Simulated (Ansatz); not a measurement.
The system is C.

```
C
1.0
     2.52210    0.00000    0.00000
    -1.26105    2.18420    0.00000
     0.00000    0.00000   12.35570
C
12
Direct
  0.66667 0.33333 0.35417
  0.33333 0.66667 0.85417
  0.66667 0.33333 0.14583
  0.33333 0.66667 0.64583
  0.66667 0.33333 0.47917
  0.33333 0.66667 0.97917
  0.66667 0.33333 0.02083
  0.33333 0.66667 0.52083
  0.00000 0.00000 0.81250
  0.00000 0.00000 0.31250
  0.00000 0.00000 0.68750
  0.00000 0.00000 0.18750
```

This is a hexagonal form of diamond, not graphite.

Program: Ansatz 0.2.0. Alike in all runs: potentials or basis Ansatz PAW; no spin polarisation; cell as given; smearing fermi-dirac 0.05 eV.

Question: Order these runs on this cell by their band gap on the k mesh, lowest first.
A. level HSE06; k mesh 8 × 8 × 2; cutoff (eV) 420
B. level PBEsol; k mesh 12 × 12 × 3; cutoff (eV) 420; points for each segment of the path 10
C. level r2SCAN; k mesh 12 × 12 × 3; cutoff (eV) 500; points for each segment of the path 10

Answer: B (4.26 eV), C (4.60 eV), A (5.51 eV).

A k mesh can miss the band edges.

Not every run made on this cell is shown here.
